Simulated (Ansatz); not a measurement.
Input and command of a plane-wave DFT calculation in Ansatz:

```yaml
crystal:
  lattice:
    - [6.5673257915, -1.9813220546, -0.0030141874]
    - [6.5673257915, 1.9813220546, -0.0030141874]
    - [-2.0610508051, 0.0, 6.685063227]
  atoms:
    - { symbol: Hf, position: [0.8068536797, 0.8068536797, 0.7123187035] }
    - { symbol: Hf, position: [0.1010734545, 0.1010734545, 0.7110420211] }
    - { symbol: Hf, position: [0.1931463203, 0.1931463203, 0.2876812965] }
    - { symbol: Hf, position: [0.8989265455, 0.8989265455, 0.2889579789] }
    - { symbol: O, position: [0.0590794236, 0.0590794236, 0.3775989149] }
    - { symbol: O, position: [0.6433715032, 0.6433715032, 0.7078110703] }
    - { symbol: O, position: [0.1300747781, 0.1300747781, 0.0036858216] }
    - { symbol: O, position: [0.9409205764, 0.9409205764, 0.6224010851] }
    - { symbol: O, position: [0.7390347766, 0.7390347766, 0.3532084638] }
    - { symbol: O, position: [0.8699252219, 0.8699252219, 0.9963141784] }
    - { symbol: O, position: [0.2609652234, 0.2609652234, 0.6467915362] }
    - { symbol: O, position: [0.3566284968, 0.3566284968, 0.2921889297] }
basis:
  ecutwfc: 500
kpoints:
  mp_grid: { grid: [6, 6, 4] }
hamiltonian:
  xc: r2scan
scf:
  occupations: { method: gaussian, width: 0.02 }
output:
  forces: true
  stress: true
  eigenvalues: true
relax:
  adjacent_minimum: "off"
  f_tol: 0.01
  max_steps: 60
  cell: { stress_tol: 0.1 }
```

```bash
ansatz run input.yaml --threads 2 --pin off --max-ram 5120MiB --backend cpu --events-out ev --progress --plain --runs-dir out
```

Processor: Oxide Virtual Turin-like Processor (Zen 5), 2 threads, on a host shared with other jobs.

Task: Estimate time, memory and problem size.

Result: About 120 s on 2 threads of Oxide Virtual Turin-like Processor (Zen 5), with other jobs on the host, peak memory 1.6 GiB. It solves 92 bands at 47 k points (the mesh reduced by symmetry) with about 4423 plane waves (on the last cell), in 19 SCF iterations over 3 ionic steps.
